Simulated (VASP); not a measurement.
Here is a VASP 6.6.1 calculation.

File run.py:

```python
from ase.calculators.vasp import Vasp
from ase.dft.bandgap import bandgap
from ase.io import read

atoms = read('TiCo.cif')
atoms.set_initial_magnetic_moments([2.0, 1.0])
calc = Vasp(
    directory='calc',
    xc='pbe',
    pp='PBE',
    setups={'base': 'minimal', 'Co': '_GW', 'Ti': '_sv_GW'},
    prec='Accurate',
    encut=550,
    ediff=1e-06,
    ismear=0,
    sigma=0.05,
    lreal=False,
    lasph=True,
    nelm=120,
    algo='Normal',
    isif=2,
    lwave=False,
    lcharg=False,
    ispin=2,
    lorbit=11,
    lmaxmix=4,
    kpts=[9, 9, 9],
    gamma=True,
    nbands=22,
)
atoms.calc = calc

print('energy (eV):', atoms.get_potential_energy())
print('free energy (eV):', atoms.get_potential_energy(force_consistent=True))
print('forces (eV/A):')
print(atoms.get_forces())
print('stress (eV/A^3, Voigt):', atoms.get_stress())
print('Fermi level (eV):', calc.get_fermi_level())
print('moment (muB):', atoms.get_magnetic_moment())
print('site moments (muB):', atoms.get_magnetic_moments())
gap, top, bottom = bandgap(calc)
print('band gap (eV):', gap, 'from (spin, k, band)', top, 'to', bottom)
```

File TiCo.cif:

```cif
data_TiCo
_cell_length_a 2.98611099
_cell_length_b 2.98611099
_cell_length_c 2.98611099
_cell_angle_alpha 90.00000000
_cell_angle_beta 90.00000000
_cell_angle_gamma 90.00000000
_space_group_name_H-M_alt 'P1'
_space_group_name_Hall 'P 1'
_space_group_IT_number 1
loop_
_space_group_symop_operation_xyz
'x,y,z'
loop_
_atom_site_label
_atom_site_type_symbol
_atom_site_symmetry_multiplicity
_atom_site_Wyckoff_symbol
_atom_site_fract_x
_atom_site_fract_y
_atom_site_fract_z
_atom_site_occupancy
Co1 Co 1 a 0.5000000000 0.5000000000 0.5000000000 1
Ti1 Ti 1 a 0.0000000000 0.0000000000 0.0000000000 1
```

Potentials or basis: VASP PAW PBE potentials, release 64 (Co_GW, Ti_sv_GW).

The run is started by

```bash
$ python run.py
```

**Question.** Estimate the band gap on the k mesh.

**Answer.** None (metal or under the smearing width).

**Question.** What does it give for the pressure?

**Answer.** -2.0 GPa.

**Question.** Predict the site moments.

**Answer.** Co +0.90; Ti -0.02 μB.

**Question.** Predict the net moment.

**Answer.** 0.82 μB per cell.
